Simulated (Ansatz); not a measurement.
InAs:

```
In As
1.0
     0.00000    3.01800    3.01800
     3.01800    0.00000    3.01800
     3.01800    3.01800    0.00000
In As
1 1
Direct
  0.00000 0.00000 0.00000
  0.75000 0.75000 0.75000
```

| Property | Result |
| --- | --- |
| Program | Ansatz 0.2.0 |
| Task | relaxation of cell and atoms |
| Functional | B3LYP |
| Potentials or basis | Ansatz PAW |
| Cutoff | 420 eV (not typed: the program's choice for these potentials) |
| k mesh | 4 × 4 × 4 |
| Occupations | fermi-dirac, width 0.05 eV |
| Spin | no spin polarisation |

At the start: volume 27.49 Å³/atom.

**Question.** How do energy, volume and symmetry change on relaxing?

**Answer.** It ends after 5 steps and the volume is 30.20 Å³/atom (+9.9 %); space group F-43m (No. 216, to 0.05 Å).

Step by step:
```csv
step,energy change (eV),largest force (eV/Å),volume (Å³)
1,0.0000,0.0000,54.98
2,-0.0712,0.0000,61.62
3,-0.0749,0.0000,60.51
4,-0.0749,0.0000,60.40
5,-0.0759,0.0000,60.40
```

Final structure:
```
In As
1.0
     0.00000    3.11413    3.11413
     3.11413    0.00000    3.11413
     3.11413    3.11413    0.00000
In As
1 1
Direct
  0.00000 0.00000 0.00000
  0.75000 0.75000 0.75000
```

Caveat: the k mesh is coarse (spacing up to 0.45 Å⁻¹), so the values aren't converged, least of all with exact exchange; the plane-wave basis is chosen anew once the cell has moved, so the energies of steps on either side of that aren't comparable; the PAW data sets come from PBE, with cores solved anew for the run's functional, which leaves a small shift of forces and pressure.
